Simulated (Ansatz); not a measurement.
Runs of Ansatz 0.2.0 on Te2Pt (Moncheite). The structure is trigonal, space group P-3m1 (No. 164). Conventional cell: a = 4.010 Å, b = 4.010 Å, c = 5.201 Å, α = 90.00°, β = 90.00°, γ = 120.00°. Around Pt (site symmetry -3m) lie 6 Te at 2.66 Å. Around Te (site symmetry 3m) lie 3 Pt at 2.66 Å. 

```csv
level,U,gap on the mesh (eV),pressure (GPa),largest force (eV/Å)
PBEsol+U,Pt d U = 4 eV,none,4.1,0.78
PBEsol,-,none,4.1,0.74
PBEsol+U,Pt d U = 6 eV,none,(b),0.83
PBEsol+U,Pt d U = 2 eV,none,(a),(c)
PBEsol+U,Pt d U = 8 eV,none,4.4,0.89
```

Alike in all rows: task density of states; potentials or basis all-electron LAPW, scalar-relativistic; no spin polarisation; cell as given; k mesh 8 × 8 × 5; cutoff (eV) 271; smearing fermi-dirac 0.05 eV; basis error allowed 0.002 eV/atom.

Problem. Estimate the missing entries.

Solution. (a) 4.0; (b) 4.2; (c) 0.76.

Caveats: U is the effective U less J, on atomic orbitals that reach past the spheres (some runs); U without spin polarisation on a metal has little footing (some runs); the U is typed as a test and isn't derived for this compound (some runs).

A k mesh can miss the band edges, and the runs leave out spin-orbit coupling on Pt, Te.

A gap of «none» marks a metal or a gap under the smearing width.
